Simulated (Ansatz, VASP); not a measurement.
Two plane-wave programs on BAs

```
B As
1.0
    -3.18589    3.18589    3.18589
     3.18589   -3.18589    3.18589
     3.18589    3.18589   -3.18589
B As
4 4
Direct
  0.31720 0.31720 0.31720
  0.00000 0.00000 0.68280
  0.00000 0.68280 0.00000
  0.68280 0.00000 0.00000
  0.68280 0.68280 0.68280
  0.00000 0.00000 0.31720
  0.00000 0.31720 0.00000
  0.31720 0.00000 0.00000
```

Alike in both runs: task single point; functional PBE; k mesh 4 × 4 × 4; occupations gaussian, width 0.1 eV; no spin polarisation.

```csv
,VASP,Ansatz
version,VASP 6.6.1,Ansatz 0.2.0
potentials or method,"VASP PAW PBE potentials, release 64 (B, As)","scalar-relativistic, plane waves, PAW"
plane-wave cutoff (eV),520,420
valence electrons in the cell,32,72
```

```csv
,VASP,Ansatz,Ansatz less VASP
gap on the k mesh at the Fermi level (eV),0.53,0.55,+0.015
least direct gap on the mesh (eV),0.68,0.69,+0.012
pressure (GPa),15.2,14.4,-0.80
rms of the force components (eV/Å),1.312,1.275,-0.0369
```

Atom by atom the forces differ by 0.038 eV/Å (rms over components). The two sets of potentials don't hold the same shells in valence.

Caveats: so large a pressure means that the cell lies far from this level's equilibrium, or that cutoff or potentials fall short (VASP); forces of over 1 eV/Å show positions far from the minimum, so gaps and moduli don't describe the material at rest. A k mesh can miss the band edges. As with any semilocal functional, this PBE gap is likely too small.
